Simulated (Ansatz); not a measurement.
# CdH2O2: the cost of one run

Computed with Ansatz 0.2.0 (reference: DFT, PBEsol, plane waves, PAW, unless a step's input says otherwise).

1 further run of the same task is left out (it didn't finish).

## 1. The starting structure

It takes space group P-3m1 (No. 164, trigonal). The conventional cell has a = 3.502 Å, b = 3.502 Å, c = 4.569 Å, α = 90.00°, β = 90.00°, γ = 120.00°. Around Cd (site symmetry -3m) lie 6 O at 2.30 Å. Around H (site symmetry 3m) lie 1 O at 0.97 Å. O (site symmetry 3m) is surrounded by 1 H at 0.97 Å.

Coordinates:

```
CELL_PARAMETERS angstrom
3.02972 -1.75097 0.13727
3.02972 1.75097 0.13727
-0.20705 0.00000 4.56445
ATOMIC_POSITIONS crystal
Cd 0.06323 0.93677 0.00000
H 0.39656 0.27010 0.54687
H 0.72990 0.60344 0.45313
O 0.39655 0.27010 0.75821
O 0.72990 0.60345 0.24179
```

## 2. The reference run

File input.yaml:

```yaml
crystal:
  lattice:
    - [3.0297247338, -1.7509701269, 0.1372681513]
    - [3.0297247338, 1.7509701269, 0.1372681513]
    - [-0.2070458568, 0.0, 4.5644478333]
  atoms:
    - { symbol: Cd, position: [0.063228, 0.936772, 0.0] }
    - { symbol: H, position: [0.3965554668, 0.2700994668, 0.5468689368] }
    - { symbol: H, position: [0.7299005332, 0.6034445332, 0.4531310632] }
    - { symbol: O, position: [0.3965538312, 0.2700978312, 0.7582061386] }
    - { symbol: O, position: [0.7299021688, 0.6034461688, 0.2417938614] }
kpoints:
  mp_grid: { grid: [6, 6, 4] }
hamiltonian:
  xc: pbesol
scf:
  occupations: { method: fixed }
  n_extra_bands: 5
output:
  forces: true
  stress: true
  eigenvalues: true
```

Command:

```bash
$ ansatz run input.yaml --threads 4 --pin off --max-ram 4608MiB --backend cpu --events-out ev --progress --plain --runs-dir out
```

**Question.** How long does this run take on 4 threads of Intel Xeon at 2.50GHz (Skylake/Cascade Lake), shared host, and how much memory does it need?

About 2 s, with a peak of 0.38 GiB.
